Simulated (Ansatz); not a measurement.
Crystal: WC.

```
CELL_PARAMETERS angstrom
0.00000 2.19268 2.19268
2.19268 0.00000 2.19268
2.19268 2.19268 0.00000
ATOMIC_POSITIONS crystal
W 0.00000 0.00000 0.00000
C 0.50000 0.50000 0.50000
```

Measurements of this composition are mostly on another form, of space group No. 187.

```yaml
Program: Ansatz 0.2.0
Task: relaxation of cell and atoms
Functional: BLYP
Dispersion: D3(BJ)
Potentials_or_basis: Ansatz PAW
Cutoff: "420 eV (not typed: the program's choice for these potentials)"
k_mesh: 10 × 10 × 10
Occupations: fermi-dirac, width 0.05 eV
Spin: no spin polarisation
```

At the start: volume 10.54 Å³/atom.

Task: Where does the relaxation end?

Result: It ends after 5 steps and the volume is 10.38 Å³/atom (-1.5 %); space group Fm-3m (No. 225, to 0.05 Å).

Step by step:
```tsv
step	energy change (eV)	largest force (eV/Å)	volume (Å³)
1	0.0000	0.0000	21.08
2	-0.0054	0.0000	20.64
3	-0.0061	0.0000	20.77
4	-0.0061	0.0000	20.77
5	-0.0054	0.0000	20.77
```

Final structure:
```yaml
crystal:
  lattice:
    - [0.00000, 2.18172, 2.18172]
    - [2.18172, 0.00000, 2.18172]
    - [2.18172, 2.18172, 0.00000]
  atoms:
    - { symbol: W, position: [0.00000, 0.00000, 0.00000] }
    - { symbol: C, position: [0.50000, 0.50000, 0.50000] }
```

Caveat: the plane-wave basis is chosen anew once the cell has moved, so the energies of steps on either side of that aren't comparable; the pressure holds a Pulay correction of +0.4 GPa for the finite cutoff; pairwise dispersion overbinds metals, which lowers pressure and volume; the PAW data sets come from PBE, with cores solved anew for the run's functional, which leaves a small shift of forces and pressure.
